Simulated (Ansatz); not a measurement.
BaSnO3 (cubic perovskite)

```
BaSnO3
1.0
    4.17621     0.00000     0.00000
    0.00000     4.17621     0.00000
    0.00000     0.00000     4.17621
Ba Sn O
1 1 3
Direct
  0.00000   0.00000   0.00000
  0.50000   0.50000   0.50000
  0.00000   0.50000   0.50000
  0.50000   0.50000   0.00000
  0.50000   0.00000   0.50000
```

The slice is a {210} plane (indices of the conventional cell) through the point (0.000, 0.500, 0.500) (fractional), spanned by u = [100] and v = [021] in vectors of this cell: u (4.18 Å) and v (9.34 Å, at 90° to u). It covers one period; positions are fractions (u, v).

Level of theory: PBE (plane waves to 420 eV, PAW, scalar-relativistic; Ansatz, a program for electronic structure). k mesh 8×8×8. Inside the PAW spheres the values are not all-electron values, and peaks at nuclei hang on which shells count as valence. BaSnO3 was relaxed with its symmetry unable to fall. The PAW data are Ansatz's earlier set.

Three fields on this plane, each scaled to ten steps between its own extremes (0 low, 9 high; the total valence density on a logarithmic scale, the potential cut 8 eV below its top; x marks points blanked near nuclei; v = 0 in the bottom row):

Map A
```
|xxx42xxxxx24xx|
|xxx31xxxxx13xx|
|x851112x211158|
|32100122210012|
|00001345431000|
|21001467641001|
|77300477740037|
|99720256520279|
|99840023200489|
|99840000000489|
|99730000000379|
|87410123210147|
|3210157x751012|
|00015xxxxx5100|
|00038xxxxx8300|
|0004xxxxxxx400|
|00038xxxxx8300|
|00015xxxxx5100|
|3210157x751012|
|87410123210147|
|99730000000379|
|99840000000489|
|99840023200489|
|99720256520279|
|77300477740037|
|21001467641001|
|00001345431000|
|32100122210012|
|x851112x211158|
|xxx31xxxxx13xx|
|xxx42xxxxx24xx|
|xxxxxxxxxxxxxx|
```

Map B
```
|xxx20xxxxx02xx|
|xxx20xxxxx02xx|
|x941000x000149|
|33100011100013|
|10001233321000|
|00001367631000|
|00002478742000|
|00001356531000|
|10000122210000|
|00000000000000|
|00000000000000|
|00000122210000|
|0000259x952000|
|00015xxxxx5100|
|00029xxxxx9200|
|0003xxxxxxx300|
|00029xxxxx9200|
|00015xxxxx5100|
|0000259x952000|
|00000122210000|
|00000000000000|
|00000000000000|
|10000122210000|
|00001356531000|
|00002478742000|
|00001367631000|
|10001233321000|
|33100011100013|
|x941000x000149|
|xxx20xxxxx02xx|
|xxx20xxxxx02xx|
|xxxxxxxxxxxxxx|
```

Map C
```
|xxx38xxxxx83xx|
|xxx27xxxxx72xx|
|x002589x985200|
|00012344432100|
|00001111111000|
|00000000000000|
|00000000000000|
|00000000000000|
|00000000000000|
|00000000000000|
|00000000000000|
|00000000000000|
|0000000x000000|
|00000xxxxx0000|
|00000xxxxx0000|
|0000xxxxxxx000|
|00000xxxxx0000|
|00000xxxxx0000|
|0000000x000000|
|00000000000000|
|00000000000000|
|00000000000000|
|00000000000000|
|00000000000000|
|00000000000000|
|00000000000000|
|00001111111000|
|00012344432100|
|x002589x985200|
|xxx27xxxxx72xx|
|xxx38xxxxx83xx|
|xxxxxxxxxxxxxx|
```

**Question.** Assign the maps to these fields: density of the lowest conduction band (whole band as if filled, smooth part); density of the highest valence band (whole band, smooth part); electron localisation function (ELF).

**Answer.** A is the electron localisation function (ELF); B is the density of the highest valence band (whole band, smooth part); C is the density of the lowest conduction band (whole band as if filled, smooth part).
